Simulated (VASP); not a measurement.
# W (Im-3m) in VASP: notebook

Runs on W. Level: PBEsol. Tasks: relaxation of the atoms, relaxation of cell and atoms.

Everything below comes from runs of VASP 6.6.1. Logs are shortened: lines on timing, memory, paths and dates and some standing lists are left out, and cuts for length are marked.

### 1 The crystal as given

Symmetry: Im-3m, No. 229, cubic system. Conventional cell: a = 3.165 Å, b = 3.165 Å, c = 3.165 Å, α = 90.00°, β = 90.00°, γ = 90.00°. W (site symmetry m-3m) has 8 W at 2.74 Å as nearest neighbours.

### 2 Relaxation of the atoms, PBEsol (a relaxed cell with its volume scaled by 1.06)

File INCAR:

```
SYSTEM = W
ALGO = Fast
EDIFF = 1E-7
EDIFFG = -0.01
ENCUT = 600
GGA = PS
IBRION = 2
ISIF = 2
ISMEAR = 1
LASPH = .TRUE.
LCHARG = .FALSE.
LREAL = .FALSE.
LWAVE = .FALSE.
NELM = 80
NSW = 40
PREC = Accurate
SIGMA = 0.1
```

File KPOINTS:

```
k-points
0
G
  16 16 16
  0 0 0
```

File POSCAR:

```
W                                       
1.0
   -1.6085479616      1.6085479616      1.6085479616
    1.6085479616     -1.6085479616      1.6085479616
    1.6085479616      1.6085479616     -1.6085479616
  W             
     1
Direct
     0.0000000000000000    0.0000000000000000    0.0000000000000000
```

Potentials or basis: VASP PAW PBE potentials, release 64 (W_sv).

Command:

```
cat potpaw_PBE.64/W_sv/POTCAR > POTCAR
mpirun -np 1 vasp_std > vasp.out
```

OUTCAR:

```text
SYSTEM = W
   EDIFF = 1E-7
   EDIFFG = -0.01
   ENCUT = 600
   GGA = PS
   IBRION = 2
   ISIF = 2
   ISMEAR = 1
   LASPH = .TRUE.
   LREAL = .FALSE.
   NELM = 80
   NSW = 40
   PREC = Accurate

 ion  position               nearest neighbor table
   1  0.000  0.000  0.000-

  LATTYP: Found a body centered cubic cell.
 ALAT       =     3.2170959232

  Lattice vectors:

 A1 = (  -1.6085479616,   1.6085479616,   1.6085479616)
 A2 = (   1.6085479616,  -1.6085479616,   1.6085479616)
 A3 = (   1.6085479616,   1.6085479616,  -1.6085479616)

Analysis of symmetry for initial positions (statically):
=====================================================================
 Subroutine PRICEL returns:
 Original cell was already a primitive cell.

 Routine SETGRP: Setting up the symmetry group for a
 body centered cubic supercell.

 Subroutine GETGRP returns: Found 48 space group operations
 (whereof 48 operations were pure point group operations)
 out of a pool of 48 trial point group operations.

The static configuration has the point symmetry O_h .

Analysis of symmetry for dynamics (positions and initial velocities):
=====================================================================
 Subroutine PRICEL returns:
 Original cell was already a primitive cell.

 Routine SETGRP: Setting up the symmetry group for a
 body centered cubic supercell.

 Subroutine GETGRP returns: Found 48 space group operations
 (whereof 48 operations were pure point group operations)
 out of a pool of 48 trial point group operations.

The dynamic configuration has the point symmetry O_h .

 Subroutine INISYM returns: Found 48 space group operations
 (whereof 48 operations are pure point group operations),
 and found     1 'primitive' translations

----------------------------------------------------------------------------------------

                                     Primitive cell

  volume of cell :      16.6480

  direct lattice vectors                    reciprocal lattice vectors
    -1.608547962  1.608547962  1.608547962     0.000000000  0.310839348  0.310839348
     1.608547962 -1.608547962  1.608547962     0.310839348  0.000000000  0.310839348
     1.608547962  1.608547962 -1.608547962     0.310839348  0.310839348  0.000000000

  length of vectors
[... 82 lines left out ...]
   EDIFFG = -.1E-01   stopping-criterion for IOM
   NSW    =     40    number of steps for IOM
   IBRION =      2    ionic relax: 0-MD 1-quasi-New 2-CG
   NFREE  =      1    steps in history (QN), initial steepest desc. (CG)
   ISIF   =      2    stress and relaxation
   ISYM   =      2    0-nonsym 1-usesym 2-fastsym
   POTIM  = 0.5000    time-step for ionic-motion
   TEBEG  =    0.0;   TEEND  =   0.0 temperature during run
   PSTRESS=    0.0 pullay stress
   NELECT =      14.0000    total number of electrons
   NUPDOWN=      -1.0000    fix difference up-down
   EMIN   =  10.00;   EMAX   =-10.00  energy-range for DOS
   EFERMI =   0.00;   METHOD = LEGACY
   ISMEAR =     1;   SIGMA  =   0.10  broadening in eV -4-tet -1-fermi 0-gaus
   EFERMI_NEDOS =   21; number of points for ismear=-14 and -15
   IALGO  =     68    algorithm
   IMIX   =      4    mixing-type and parameters
     AMIX     =   0.40;   BMIX     =  1.00
     AMIX_MAG =   1.60;   BMIX_MAG =  1.00
  volume/ion in A,a.u.               =      16.65       112.35
  Fermi-wavevector in a.u.,A,eV,Ry     =   1.545243  2.920086 32.487671  2.387776
  Thomas-Fermi vector in A             =   2.650650
   LORBIT       =      0    0 simple, 1 ext, 2 COOP (PROOUT), +10 PAW based schemes
   GGA     = PS    functional components
   LHFCALC =     F    Hartree Fock is set to
   AEXX    =    0.0000 exact exchange contribution
   IVDW    =     0    specifies the selected vdW correction
   LEPSILON=     F    determine dielectric tensor
   LRPA    =     F    only Hartree local field effects (RPA)
 conjugate gradient relaxation of ions
 non-spin polarized calculation
 RMM-DIIS sequential band-by-band and
 Methfessel and Paxton  Order N= 1 SIGMA  =   0.10
  energy-cutoff  :      600.00
  volume of cell :       16.65
 maximum number of plane-waves:       586
 NGX is ok and might be reduce to    24
   NGX = 11   NGY = 11   NGZ = 11

 number of electron      14.0000000 magnetization

 Free energy of the ion-electron system (eV)
  ---------------------------------------------------
  ext. energy  EPLUGINS =         0.00000000
  ---------------------------------------------------
  free energy    TOTEN  =       -13.75679663 eV

  energy without entropy =      -13.75582858  energy(sigma->0) =      -13.75647394

 E-fermi :  10.6098     XC(G=0): -13.4853

 val. band max:       10.6015785677   @ k =  -0.2500   0.3125   0.1250
 cond. band min:      10.6173313248   @ k =  -0.3125   0.3125   0.1875
 fundamental gap:      0.0157527571
 Fermi energy:        10.6097870883

 k-point     1 :       0.0000    0.0000    0.0000
  band No.  band energies     occupation
      1     -63.6361      2.00000
      2     -27.2598      2.00000
      3     -27.2598      2.00000
      4     -27.2598      2.00000
      5       1.2019      2.00000
      6       9.4243      2.00000
      7       9.4243      2.00000
      8       9.4243      2.00000
      9      12.6979      0.00000
     10      12.6979      0.00000
     11      25.0082      0.00000
[... 309 lines left out ...]
 k-point    24 :       0.2500    0.1875   -0.0000
  band No.  band energies     occupation
      1     -63.5405      2.00000
      2     -28.1238      2.00000
      3     -27.6196      2.00000
      4     -27.3543      2.00000
      5       5.4003      2.00000
      6       7.6301      2.00000
      7       8.3490      2.00000
      8      12.0585     -0.00000
      9      13.4624      0.00000
     10      15.5484      0.00000
     11      22.4743      0.00000

 [... further k-points ...]
[... 5 lines left out ...]
  --------------------------------------------------------------------------------------
  -------------------------------------------------------------------------------------
  Total       -1.7242444     -1.7242444     -1.7242444     -0.0000000      0.0000000      0.0000000
  in kB     -165.9385761   -165.9385761   -165.9385761     -0.0000000      0.0000000      0.0000000
  external PRESSURE =    -165.9385761 kB  Pullay stress =       0.0000000 kB

 VOLUME and BASIS-vectors are now :
 -----------------------------------------------------------------------------
  energy-cutoff  :      600.00
  volume of cell :       16.65
      direct lattice vectors                 reciprocal lattice vectors
    -1.608547962  1.608547962  1.608547962     0.000000000  0.310839348  0.310839348
     1.608547962 -1.608547962  1.608547962     0.310839348  0.000000000  0.310839348
     1.608547962  1.608547962 -1.608547962     0.310839348  0.310839348  0.000000000

 POSITION                                       TOTAL-FORCE (eV/Angst)
 -----------------------------------------------------------------------------------
      0.00000      0.00000      0.00000         0.000000     -0.000000     -0.000000
 -----------------------------------------------------------------------------------
    total drift:                               -0.000000      0.000000      0.000000

  FREE ENERGIE OF THE ION-ELECTRON SYSTEM (eV)
  ---------------------------------------------------
  free  energy   TOTEN  =       -13.7567966267 eV

  energy  without entropy=      -13.7558285759  energy(sigma->0) =      -13.75647394

 reached required accuracy - stopping structural energy minimisation
```

CONTCAR:

```text
W
   1.00000000000000
    -1.6085479616000000    1.6085479616000000    1.6085479616000000
     1.6085479616000000   -1.6085479616000000    1.6085479616000000
     1.6085479616000000    1.6085479616000000   -1.6085479616000000
  W
     1
Direct
     0.0000000000000000    0.0000000000000000    0.0000000000000000

  0.00000000E+00  0.00000000E+00  0.00000000E+00
```

Wall time 10 s (1 thread of Intel Xeon 6975P-C (Granite Rapids), shared host); peak memory 0.16 GiB.

Results:

```
Free energy             : -13.7568 eV
Pressure after relaxing : -16.6 GPa
Band gap on the k mesh  : none (metal or under the smearing width)
```

Final structure:
```yaml
crystal:
  lattice:
    - [-1.60855, 1.60855, 1.60855]
    - [1.60855, -1.60855, 1.60855]
    - [1.60855, 1.60855, -1.60855]
  atoms:
    - { symbol: W, position: [0.00000, 0.00000, 0.00000] }
```

Levels at points of the mesh, in eV from the Fermi level:
```
           k point  band 5  band 6  band 7  band 8  band 9  band 10
(0.00, 0.00, 0.00)   -9.41   -1.19   -1.19   -1.19    2.09     2.09
(0.50, 0.00, 0.00)   -6.01   -3.37    0.51    1.96    2.88     5.71
(0.50, 0.50, 0.50)   -5.50   -5.50    4.80    4.80    4.80     7.84
```

Caveat: the relaxation stopped at its first step, so nothing moved; the PAW data sets were made with another functional, which shifts forces and pressure a little. Spin-orbit coupling is left out, which matters for the levels of W.

(Continued in part 2 of 2.)
